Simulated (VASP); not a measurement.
# Ni₃Ge: energy at fixed spin moment

Ni₃Ge, Pm-3m (no. 221), 4 atoms in the cell. R2SCAN, fixed spin moment; PAW potentials Ge_d, Ni (PBE set).

Volume against the source cell: 1.

## Input

INCAR.step1:
```
  PREC = Accurate
  ENCUT = 450
  EDIFF = 1E-7
  NELM = 200
  ALGO = Normal
  ISMEAR = 1
  SIGMA = 0.1
  LREAL = F
  LASPH = T
  LMAXMIX = 4
  LORBIT = 11
  LWAVE = F
  LCHARG = F
  METAGGA = R2SCAN
  LMIXTAU = T
  ISPIN = 2
  ISIF = 2
  NUPDOWN = 0.0
  MAGMOM = 0 0 0 0
```

INCAR.step2, as INCAR.step1 but for:
```
- NUPDOWN = 0.0
- MAGMOM = 0 0 0 0
+ NUPDOWN = 0.49
+ MAGMOM = 0 0.1625 0.1625 0.1625
```

INCAR.step3 to INCAR.step9 change the same tags again: MAGMOM = 0 0.325 0.325 0.325, 0 0.4875 0.4875 0.4875, 0 0.65 0.65 0.65, 0 0.8125 0.8125 0.8125, 0 0.975 0.975 0.975, 0 1.1375 1.1375 1.1375, 0 1.3 1.3 1.3; NUPDOWN = 0.98, 1.46, 1.95, 2.44, 2.92, 3.41, 3.9.

INCAR.step10, as INCAR.step9 but for:
```
- NUPDOWN = 3.9
```

KPOINTS:
```
k-points
0
Gamma
  12 12 12
```

POSCAR:
```
Ni3Ge
1.0
    3.5303341067      0.0000000000      0.0000000000
    0.0000000000      3.5303341067      0.0000000000
    0.0000000000      0.0000000000      3.5303341067
Ge Ni
1 3
Direct
    0.0000000000      0.0000000000      0.0000000000
    0.5000000000      0.5000000000      0.0000000000
    0.0000000000      0.5000000000      0.5000000000
    0.5000000000      0.0000000000      0.5000000000
```

Commands (each step's output is kept before the next begins):
```
cat potpaw_PBE.64/Ge_d/POTCAR potpaw_PBE.64/Ni/POTCAR > POTCAR
cp INCAR.step1 INCAR
mpirun -np 4 vasp_std > vasp.out
rm WAVECAR CHG
cp INCAR.step2 INCAR
mpirun -np 4 vasp_std > vasp.out
rm WAVECAR CHG
cp INCAR.step3 INCAR
mpirun -np 4 vasp_std > vasp.out
rm WAVECAR CHG
cp INCAR.step4 INCAR
mpirun -np 4 vasp_std > vasp.out
rm WAVECAR CHG
cp INCAR.step5 INCAR
mpirun -np 4 vasp_std > vasp.out
rm WAVECAR CHG
cp INCAR.step6 INCAR
mpirun -np 4 vasp_std > vasp.out
rm WAVECAR CHG
cp INCAR.step7 INCAR
mpirun -np 4 vasp_std > vasp.out
rm WAVECAR CHG
cp INCAR.step8 INCAR
mpirun -np 4 vasp_std > vasp.out
rm WAVECAR CHG
cp INCAR.step9 INCAR
mpirun -np 4 vasp_std > vasp.out
rm WAVECAR CHG
cp INCAR.step10 INCAR
mpirun -np 4 vasp_std > vasp.out
```

## Result

- Moment at the minimum, by a parabola in the squared moment through the lowest point and its neighbours (muB per cell): 0.00
- Energy there by the same parabola, against the smallest moment (meV/atom): 0.0
- Moment left free (muB per cell): 0.00
- Energy at the first moment above zero (meV/atom): 6.6

Energy at fixed total moment:

| Moment (muB per cell) | Energy (meV/atom) | Pressure (GPa) |
|---|---|---|
| 0.00 | 0.0 | 0.4 |
| 0.49 | 6.6 | 0.7 |
| 0.98 | 23.2 | 1.7 |
| 1.46 | 40.6 | 3.0 |
| 1.95 | 72.1 | 4.6 |
| 2.44 | 134.6 | 6.6 |
| 2.92 | 224.8 | 8.9 |
| 3.41 | 341.2 | 11.8 |
| 3.90 | 488.9 | 15.1 |

VASP 6.6.1 took 576 s on 4 cores (Intel Xeon 6975P-C (Granite Rapids)), a shared host.
